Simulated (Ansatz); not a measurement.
# Al2O3 (Corundum) (R-3c) in Ansatz: a series of runs

One crystal, Al2O3 (Corundum), is run at these levels: PBEsol+D3(BJ), PBE, r2SCAN; tasks: relaxation of cell and atoms, single point.

Everything below comes from runs of Ansatz 0.2.0. Logs are shortened: lines on timing, memory, paths and dates and some standing lists are left out, and cuts for length are marked.

**Experimental background.**

From “Multi-petahertz electron interference in Cr:Al2O3 solid-state material”, 2018, pmc:5906618, for a bulk crystal of Al2O3: band gap 8.7 eV (optical).

How close the calculation comes is told below.

## 1. The crystal as given

Symmetry: R-3c, No. 167, trigonal system. The conventional cell has a = 4.760 Å, b = 4.760 Å, c = 12.996 Å, α = 90.00°, β = 90.00°, γ = 120.00°. Around Al (site symmetry 3) lie 6 O at 1.85 to 1.97 Å. O (site symmetry 2) is surrounded by 4 Al at 1.85 to 1.97 Å.

## 2. Relaxation of cell and atoms, PBEsol+D3(BJ)

input.yaml reads:

```yaml
crystal:
  lattice:
    - [2.38025, 1.3742379782, 4.3318666667]
    - [-2.38025, 1.3742379782, 4.3318666667]
    - [0.0, -2.7484759565, 4.3318666667]
  atoms:
    - { symbol: Al, position: [0.85216, 0.85216, 0.85216] }
    - { symbol: Al, position: [0.64784, 0.64784, 0.64784] }
    - { symbol: Al, position: [0.14784, 0.14784, 0.14784] }
    - { symbol: Al, position: [0.35216, 0.35216, 0.35216] }
    - { symbol: O, position: [0.05668, 0.75, 0.44332] }
    - { symbol: O, position: [0.75, 0.44332, 0.05668] }
    - { symbol: O, position: [0.44332, 0.05668, 0.75] }
    - { symbol: O, position: [0.94332, 0.25, 0.55668] }
    - { symbol: O, position: [0.25, 0.55668, 0.94332] }
    - { symbol: O, position: [0.55668, 0.94332, 0.25] }
hamiltonian:
  xc: pbesol
  pseudopotentials: { kind: paw }
  dispersion: d3bj
kpoints:
  mp_grid: { grid: [7, 7, 7] }
scf:
  occupations: { method: fermi_dirac, width: 0.05 }
output:
  forces: true
  stress: true
relax:
  f_tol: 0.01
  max_steps: 40
  cell: { stress_tol: 0.05 }
```

Potentials or basis: Ansatz PAW.

Started as:

```console
$ ansatz run input.yaml --threads 2 --pin off --max-ram 5120MiB --backend cpu --events-out ev --progress --plain --runs-dir out
```

What it wrote:

```text
Warning: RAYON_NUM_THREADS=2 ignored (pool sized by the plan → 2); use --threads N
Engine: ansatz 0.2.0, x86_64-unknown-linux-gnu
Pseudopotentials: kind: paw
Pseudopotential: Al, paw, valence charge 3, recommended cutoff 420 eV (normal), Al.paw.azcp
Pseudopotential: O, paw, valence charge 6, recommended cutoff 420 eV (normal), O.paw.azcp
Functional definition: PBEsol
  exchange = pbesol_x
  correlation = pbesol_c
Crystal: 10 atoms, lattice volume = 85.018 Å³
Basis set: ecut = 420 eV, 1653 PW (Γ), exchange–correlation on 72×72×72 points (8 copies of the dense FFT grid, shifted against one another)
Bands: 34, of which v1, the nominal top of the filled ones, is band 24 counted from 1 (23 counted from 0)
Symmetry: 12 space group operations
Space group: R-3c (ITA 167), of the structure as read, at distance tolerance 4.4e-5 Å
k-points: 44 of 343
Non-local potential: Al, projectors of the file, l = 0: 2, l = 1: 2, l = 2: 1
Non-local potential: O, projectors of the file, l = 0: 2, l = 1: 2, l = 2: 1
PAW form: soft (Blöchl's): semilocal exchange-correlation on the pseudo side does not see the compensation charge
PAW frozen core: Al, regenerated for the run's functional, and the local potential with it (the file was generated under x = pbe(κ = 0.804, μ = 0.2195149727645171), c = pbe(β = 0.06672455060314922))
PAW frozen core: O, regenerated for the run's functional, and the local potential with it (the file was generated under x = pbe(κ = 0.804, μ = 0.2195149727645171), c = pbe(β = 0.06672455060314922))
PAW one-centre angular grid: Al, 110 points (default); XC on 64 Gauss nodes
PAW one-centre angular grid: O, 110 points (default); XC on 64 Gauss nodes
Initial density: superposition of atomic densities (neutral atoms: chi_scale 0, normalization atom), corrected by the library's trained network
Initial wavefunctions: pseudopotential atomic-orbital guess
Functional: x = pbesol(κ = 0.804, μ = 0.12345679012345678), c = pbesol(β = 0.046)
SCF iter   1: F=—  HF=-5480.841785 eV  |F-HF|=—  |Δ(HF+E_count)|=         —  Δρ=1.62e-2  dr2=1.68e-1  ethr=1.77e-3  ⟨swp⟩=7.6  Hψ=8068  notcnv=0  defer=24
preconditioner: auto → Resta (q_TF=auto, 2.480 Å⁻¹)  ε∞=3.6  [insulator: Δε(μ)=5.999 eV  Ē_g=17.348 eV  σ=0.050 eV  W_gap=1.00  n_scr=20 (ndim 8)  ℏωp=27.9 eV  f_vac=0.000  D(μ)=0.00/eV (n_scr^D=0)  ε∞_Penn≈3.6]
SCF iter   2: F=—  HF=-5480.790560 eV  |F-HF|=—  |Δ(HF+E_count)|=   5.12e-2  Δρ=2.06e-3  dr2=1.59e-3  ethr=3.50e-4  ⟨swp⟩=2.5  Hψ=2921  notcnv=0  defer=169
SCF iter   3: F=—  HF=-5480.790781 eV  |F-HF|=—  |Δ(HF+E_count)|=   2.20e-4  Δρ=1.12e-3  dr2=5.34e-4  ethr=3.31e-6  ⟨swp⟩=1.6  Hψ=1421  notcnv=0  defer=169
SCF iter   4: F=—  HF=-5480.790859 eV  |F-HF|=—  |Δ(HF+E_count)|=   7.82e-5  Δρ=8.49e-5  dr2=6.01e-6  ethr=1.11e-6  ⟨swp⟩=2.0  Hψ=2157  notcnv=0  defer=169
SCF iter   5: F=—  HF=-5480.790872 eV  |F-HF|=—  |Δ(HF+E_count)|=   1.32e-5  Δρ=2.17e-5  dr2=3.57e-7  ethr=1.25e-8  ⟨swp⟩=2.0  Hψ=2112  notcnv=0  defer=169
SCF iter   6: F=-5480.790872 eV  HF=-5480.790872 eV  |F-HF|=3.98e-9  |Δ(HF+E_count)|=   3.36e-8  Δρ=3.13e-6  dr2=1.05e-8  ethr=2.08e-10  ⟨swp⟩=4.0  Hψ=4667  notcnv=0
SCF 1 converged in 6 iterations: F = -5480.790872 eV  dr2 = 1.05e-8
relax step   1: F+E_penalty+E_count = -5480.79087203 eV  Δ(F+E_penalty+E_count) = +0.000e0 eV  max|allowed force component| = 8.240e-2 eV/Å  Δτ_max = 0.0000 Å  P = -2.028 GPa  Ω = 85.018 Å³  (6 SCF iters, dr2 threshold 1.00e-7 eV, accepted)
Crystal: 10 atoms, lattice volume = 84.710 Å³
Basis set: ecut = 420 eV, 1629 PW (Γ), exchange–correlation on 72×72×72 points (8 copies of the dense FFT grid, shifted against one another)
Initial density: handed on by an earlier stage of this run
Initial wavefunctions: those handed on with the density
iter 1 solved again at ethr=1.19e-6 eV; its pass at ethr=3.10e-3 eV (dr2=5.73e-4 eV) is discarded
[... 62 lines left out ...]
basis re-selected at this cell: Δ(F+E_penalty+E_count) = +1.637e-4 eV, ΔP = -0.002 GPa vs the last step (what re-selecting the basis moved, of the pressure what is left beyond the Pulay correction that the steps carried, after the strain that the cell walked since its last selection, with what the two solves' SCF thresholds leave and, on support functions, any second-order correction that the steps lacked; it is no measure of the basis error at this ecutwfc). This SCF's stress stands 4.75e-3 GPa from its target on what of the cell is left free (relax.cell.stress_tol is 5.00e-2 GPa) and its largest allowed force component is 3.82e-4 eV/Å (relax.f_tol is 1.00e-2 eV/Å): within both
SCF converged after 4 iterations
Free energy (F): -5480.796787 eV
Harris-Foulkes:  -5480.796787 eV  (|F-HF|=1.82e-12)
Internal energy: -5480.796787 eV  (E = F + TS)
E sigma→0 (E₀):  -5480.796787 eV
Fermi energy:    10.923345 eV
--- Per-component energies (eV) ---
  E_band       = 65.235781
  E_kinetic    = 1181.473504
  E_local      = -1964.066269  (includes V_loc(G=0)·N_el)
  E_nonlocal   = 327.143363
  E_hartree    = 724.083798
  E_xc         = -606.727948
  E_vxc        = -693.743112  (∫ρ·V_xc dr)
  E_paw        = -2737.432154  (= ΣΔE_a)
  E_vpaw       = -233.754467  (= ΣTr[D̂ρ^β])
  E_aug_tail   = 0.015119  (compensation charges beyond the density's cutoff)
  E_ewald      = -2403.610916
  E_disp       = -1.963566  (pairwise vdW)
  E_core_change = 0.288284  (= ΣΔE_core)
  E_smearing   = -0.000000  (= −TS)
  E_closure    = 0.000000  (closes the sum)
  Σ components = -5480.796787   (vs F -5480.796787, Δ=0.00e0)
--- Forces (eV/Å), atoms counted from 1 ---
  atom   1  Al    -0.00000000     0.00000000    -0.00018144
  atom   2  Al    -0.00000000    -0.00000000     0.00018144
  atom   3  Al     0.00000000    -0.00000000     0.00018144
  atom   4  Al     0.00000000     0.00000000    -0.00018144
  atom   5  O     -0.00019083    -0.00033052    -0.00000000
  atom   6  O     -0.00019083     0.00033052     0.00000000
  atom   7  O      0.00038165    -0.00000000    -0.00000000
  atom   8  O      0.00019083     0.00033052     0.00000000
  atom   9  O      0.00019083    -0.00033052    -0.00000000
  atom  10  O     -0.00038165     0.00000000     0.00000000
  max |Σ_I F_I| component: 2.31e-18 eV/Å
--- Stress (GPa, compression-positive) ---
       -0.003214       0.000000      -0.000000
        0.000000      -0.003214      -0.000000
       -0.000000      -0.000000       0.004751
  P = ⅓ Tr σ = -0.0006 GPa (-0.006 kbar)
--- Relaxed structure (6 steps of the walk, 6 accepted, 2 SCFs on fresh bases) ---
  F+E_penalty+E_count = -5480.79678675 eV   max|allowed force component| = 3.817e-4 eV/Å   (the final SCF, on the basis selected at the relaxed cell)
  cell:  # Å, volume = 84.3247 Å³
    - [2.375237905596228, 1.3713442441687846, 4.314695946432007]
    - [-2.375237905596228, 1.3713442441687846, 4.314695946432007]
    - [6.231752490885374e-35, -2.7426884883873712, 4.314695946416178]
  atoms:
    - { symbol: Al, position: [0.8520441225771482, 0.8520441225771482, 0.8520441225771482] }
    - { symbol: Al, position: [0.6479558774228519, 0.6479558774228519, 0.6479558774228519] }
    - { symbol: Al, position: [0.14795587742285188, 0.14795587742285188, 0.14795587742285188] }
    - { symbol: Al, position: [0.35204412257714807, 0.35204412257714807, 0.35204412257714807] }
    - { symbol: O, position: [0.05601424253374876, 0.75, 0.44398575746625124] }
    - { symbol: O, position: [0.75, 0.44398575746625124, 0.056014242533748815] }
    - { symbol: O, position: [0.44398575746625124, 0.056014242533748704, 0.75] }
    - { symbol: O, position: [0.9439857574662511, 0.24999999999999994, 0.5560142425337486] }
    - { symbol: O, position: [0.25000000000000006, 0.5560142425337488, 0.9439857574662511] }
    - { symbol: O, position: [0.5560142425337486, 0.9439857574662511, 0.25] }
```

It took 11 s on 2 threads of Intel Xeon 6975P-C (Granite Rapids), shared host; peak memory 0.47 GiB.

Results:

* Free energy: -5480.7968 eV
* Relaxed volume: 8.43 Å³/atom
* Relaxed cell: a = 5.113 Å, b = 5.113 Å, c = 5.113 Å, α = 55.37°, β = 55.37°, γ = 55.37°
* Space group after relaxing (to 0.05 Å): R-3c (No. 167)
* Energy gained by relaxing: 0.6 meV/atom
* Ionic steps: 8
* Pressure after relaxing: 0.0 GPa
* Band gap on the k mesh: 6.21 eV

The path:
```csv
step,energy change (eV),largest force (eV/Å),volume (Å³)
1,0.0000,0.0824,85.02
2,-0.0055,0.0549,84.71
3,-0.0091,0.0385,84.36
4,-0.0092,0.0127,84.37
5,-0.0093,0.0001,84.35
6,-0.0059,0.0002,84.35
7,-0.0061,0.0004,84.32
8,-0.0059,0.0004,84.32
```

Final structure:
```xyz
10
Lattice="2.3752 1.3713 4.3147 -2.3752 1.3713 4.3147 0.0000 -2.7427 4.3147" Properties=species:S:1:pos:R:3 pbc="T T T"
Al    0.0000    0.0000   11.0289
Al    0.0000    0.0000    8.3872
Al    0.0000    0.0000    1.9152
Al    0.0000    0.0000    4.5569
O    -1.6484   -0.1124    5.3934
O     0.7269    1.4837    5.3934
O     0.9215   -1.3713    5.3934
O     1.6484    0.1124    7.5507
O    -0.7269   -1.4837    7.5507
O    -0.9215    1.3713    7.5507
```

Caveat: odd divisions of the mesh miss points on the zone boundary, where band edges often lie, so the gap on the mesh can be too wide; the plane-wave basis is chosen anew once the cell has moved, so the energies of steps on either side of that aren't comparable; the pressure holds a Pulay correction of +0.9 GPa for the finite cutoff; the PAW data sets come from PBE, with cores solved anew for the run's functional, which leaves a small shift of forces and pressure.

## 3. Single point, PBE

input.yaml, as its differences from that of step 2:

```diff
@@ -17,5 +17,4 @@
 hamiltonian:
-  xc: pbesol
+  xc: pbe
   pseudopotentials: { kind: paw }
-  dispersion: d3bj
 kpoints:
@@ -24,2 +23,4 @@
   occupations: { method: fermi_dirac, width: 0.05 }
+basis:
+  ecutwfc: "800 eV"
 output:
@@ -27,5 +28,2 @@
   stress: true
-relax:
-  f_tol: 0.01
-  max_steps: 40
-  cell: { stress_tol: 0.05 }
+  eigenvalues: true
```

Potentials or basis: Ansatz PAW.

Started as:

```console
$ ansatz run input.yaml --threads 2 --pin off --max-ram 5120MiB --backend cpu --events-out ev --progress --plain --runs-dir out
```

Run time: 3.9 s. Hardware: 2 threads of Intel Xeon 6975P-C (Granite Rapids), shared host; peak memory 0.63 GiB.

Results (log left out):

```yaml
Free_energy: -5569.5895 eV
Pressure: 7.3 GPa
Largest_force: 0.029 eV/Å
Band_gap_on_the_k_mesh: 6.22 eV, direct
```

Forces in eV/Å, atoms in the order of the input:
```
Al   0.000  0.000 -0.029
Al   0.000  0.000  0.029
Al   0.000  0.000  0.029
Al   0.000  0.000 -0.029
O   -0.013 -0.022  0.000
O   -0.013  0.022  0.000
O    0.025  0.000  0.000
O    0.013  0.022  0.000
O    0.013 -0.022  0.000
O   -0.025  0.000  0.000
```

Stress tensor (GPa, compression positive):
```
7.53 0.00 0.00
0.00 7.53 0.00
0.00 0.00 6.91
```

Levels at points of the mesh, in eV from the valence-band top:
```
           k point  band 21  band 22  band 23  band 24  band 25  band 26  band 27  band 28
(0.00, 0.00, 0.00)    -0.50    -0.04    -0.04     0.00     6.22     9.16    10.76    11.54
```

Caveat: odd divisions of the mesh miss points on the zone boundary, where band edges often lie, so the gap on the mesh can be too wide.

## 4. Relaxation of cell and atoms, r2SCAN

input.yaml, as its differences from that of step 3:

```diff
@@ -17,3 +17,3 @@
 hamiltonian:
-  xc: pbe
+  xc: r2scan
   pseudopotentials: { kind: paw }
@@ -23,4 +23,2 @@
   occupations: { method: fermi_dirac, width: 0.05 }
-basis:
-  ecutwfc: "800 eV"
 output:
@@ -28,2 +26,5 @@
   stress: true
-  eigenvalues: true
+relax:
+  f_tol: 0.01
+  max_steps: 40
+  cell: { stress_tol: 0.05 }
```

Started as:

```console
$ ansatz run input.yaml --threads 2 --pin off --max-ram 5120MiB --backend cpu --events-out ev --progress --plain --runs-dir out
```

It took 22 s on 2 threads of Intel Xeon Platinum 8488C (Sapphire Rapids), shared host; peak memory 0.77 GiB.

It converged, with:

```yaml
Free_energy: -5590.6265 eV
Relaxed_volume: 8.50 Å³/atom
Relaxed_cell: a = 5.130 Å, b = 5.130 Å, c = 5.130 Å, α = 55.27°, β = 55.27°, γ = 55.27°
Space_group_after_relaxing_to_0.05_Å: R-3c (No. 167)
Energy_gained_by_relaxing: 0.1 meV/atom
Ionic_steps: 5
Pressure_after_relaxing: 0.0 GPa
Band_gap_on_the_k_mesh: 7.14 eV
```

Forces in eV/Å, atoms in the order of the input:
```
Al   0.000  0.000 -0.002
Al   0.000  0.000  0.002
Al   0.000  0.000  0.002
Al   0.000  0.000 -0.002
O    0.001  0.003  0.000
O    0.001 -0.003  0.000
O   -0.003  0.000  0.000
O   -0.001 -0.003  0.000
O   -0.001  0.003  0.000
O    0.003  0.000  0.000
```

Step by step:
```csv
step,energy change (eV),largest force (eV/Å),volume (Å³)
1,0.0000,0.0594,85.02
2,-0.0003,0.0509,85.00
3,-0.0006,0.0144,84.96
4,-0.0006,0.0029,84.96
5,-0.0006,0.0029,84.96
```

Final structure:
```
CELL_PARAMETERS angstrom
2.37947 1.37379 4.33176
-2.37947 1.37379 4.33176
0.00000 -2.74757 4.33176
ATOMIC_POSITIONS crystal
Al 0.85192 0.85192 0.85192
Al 0.64808 0.64808 0.64808
Al 0.14808 0.14808 0.14808
Al 0.35192 0.35192 0.35192
O 0.05634 0.75000 0.44366
O 0.75000 0.44366 0.05634
O 0.44366 0.05634 0.75000
O 0.94366 0.25000 0.55634
O 0.25000 0.55634 0.94366
O 0.55634 0.94366 0.25000
```

Caveat: odd divisions of the mesh miss points on the zone boundary, where band edges often lie, so the gap on the mesh can be too wide; the plane-wave basis is chosen anew once the cell has moved, so the energies of steps on either side of that aren't comparable; the PAW data sets come from PBE, with cores solved anew for the run's functional, which leaves a small shift of forces and pressure.

## 5. Single point, PBE

input.yaml, as its differences from that of step 4:

```diff
@@ -17,6 +17,6 @@
 hamiltonian:
-  xc: r2scan
+  xc: pbe
   pseudopotentials: { kind: paw }
 kpoints:
-  mp_grid: { grid: [7, 7, 7] }
+  mp_grid: { grid: [5, 5, 5] }
 scf:
@@ -26,5 +26,2 @@
   stress: true
-relax:
-  f_tol: 0.01
-  max_steps: 40
-  cell: { stress_tol: 0.05 }
+  eigenvalues: true
```

Started as:

```console
$ ansatz run input.yaml --threads 2 --pin off --max-ram 5120MiB --backend cpu --events-out ev --progress --plain --runs-dir out
```

It took 1.4 s on 2 threads of Intel Xeon Platinum 8488C (Sapphire Rapids), shared host; peak memory 0.41 GiB.

It converged, with:

| Quantity | Value |
| --- | --- |
| Free energy | -5569.5509 eV |
| Pressure | 7.3 GPa |
| Largest force | 0.029 eV/Å |
| Band gap on the k mesh | 6.22 eV, direct |

Forces in eV/Å, atoms in the order of the input:
```
Al   0.000  0.000 -0.029
Al   0.000  0.000  0.029
Al   0.000  0.000  0.029
Al   0.000  0.000 -0.029
O   -0.013 -0.022  0.000
O   -0.013  0.022  0.000
O    0.025  0.000  0.000
O    0.013  0.022  0.000
O    0.013 -0.022  0.000
O   -0.025  0.000  0.000
```

Stress tensor (GPa, compression positive):
```
7.54 0.00 0.00
0.00 7.54 0.00
0.00 0.00 6.95
```

Levels at points of the mesh, in eV from the valence-band top:
```
           k point  band 20  band 21  band 22  band 23  band 24  band 25  band 26  band 27  band 28  band 29
(0.00, 0.00, 0.00)    -0.50    -0.50    -0.04    -0.04     0.00     6.22     9.16    10.76    11.54    11.54
```

Caveat: odd divisions of the mesh miss points on the zone boundary, where band edges often lie, so the gap on the mesh can be too wide; the pressure holds a Pulay correction of +0.9 GPa for the finite cutoff.

## 6. Summary

```tsv
task	level	cell	k mesh	cutoff (eV)	gap on the mesh (eV)	pressure (GPa)	relaxed volume (Å³/atom)	largest force (eV/Å)
relaxation of cell and atoms	PBEsol+D3(BJ)	relaxed	7 × 7 × 7	420	6.21	0.0	8.43	-
single point	PBE	as given	7 × 7 × 7	800	6.22	7.3	-	0.03
relaxation of cell and atoms	r2SCAN	relaxed	7 × 7 × 7	500	7.14	0.0	8.50	-
single point	PBE	as given	5 × 5 × 5	420	6.22	7.3	-	0.03
```

Alike in all rows: potentials or basis Ansatz PAW; no spin polarisation; smearing fermi-dirac 0.05 eV.

Caveats: odd divisions of the mesh miss points on the zone boundary, where band edges often lie, so the gap on the mesh can be too wide; the plane-wave basis is chosen anew once the cell has moved, so the energies of steps on either side of that aren't comparable (some runs); the PAW data sets come from PBE, with cores solved anew for the run's functional, which leaves a small shift of forces and pressure (some runs).

Absolute energies hang on the potentials; compare differences alone.

## 7. How close it comes

Step 3. The gap isn't set beside the deposited one, since this odd mesh misses points on the zone boundary.

Step 5. A measured gap of Al2O3 is 8.7 eV (optical; quoted in “Multi-petahertz electron interference in Cr:Al2O3 solid-state material”, 2018, pmc:5906618); the calculated 6.22 eV misses it by -2.48 eV. The value is that of PBE, without temperature or zero-point motion. Semilocal functionals fall short of measured gaps as a rule.
